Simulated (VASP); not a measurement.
Runs of VASP 6.6.1 on BAs. It takes space group F-43m (No. 216, cubic). Conventional cell: a = 4.778 Å, b = 4.778 Å, c = 4.778 Å, α = 90.00°, β = 90.00°, γ = 90.00°. Around B (site symmetry -43m) lie 4 As at 2.07 Å. As (site symmetry -43m) is surrounded by 4 B at 2.07 Å. The cell was built by a generator and needn't be a form met in nature.

```csv
level,potentials or basis,gap on the mesh (eV),pressure (GPa)
PBE,"VASP PAW PBE potentials, release 64 (B, As)",1.18,3.4
LDA,"VASP PAW LDA potentials, release 64 (B, As)",1.12,-3.2
PBEsol,"VASP PAW PBE potentials, release 64 (B, As)",1.08,0.0
TB-mBJ,"VASP PAW PBE potentials, release 64 (B, As)",1.76,-
SCAN,"VASP PAW PBE potentials, release 64 (B, As)",(a),(b)
r2SCAN,"VASP PAW PBE potentials, release 64 (B, As)",1.37,0.8
```

Alike in all rows: task single point; no spin polarisation; cell as given; k mesh 10 × 10 × 10; cutoff (eV) 520; smearing gaussian 0.02 eV.

Fill in the values left out.

(a) 1.42; (b) 0.1.

Caveats: the PAW data sets were made with another functional, which shifts forces and pressure a little (some runs).

A k mesh can miss the band edges, and the runs leave out spin-orbit coupling on As.
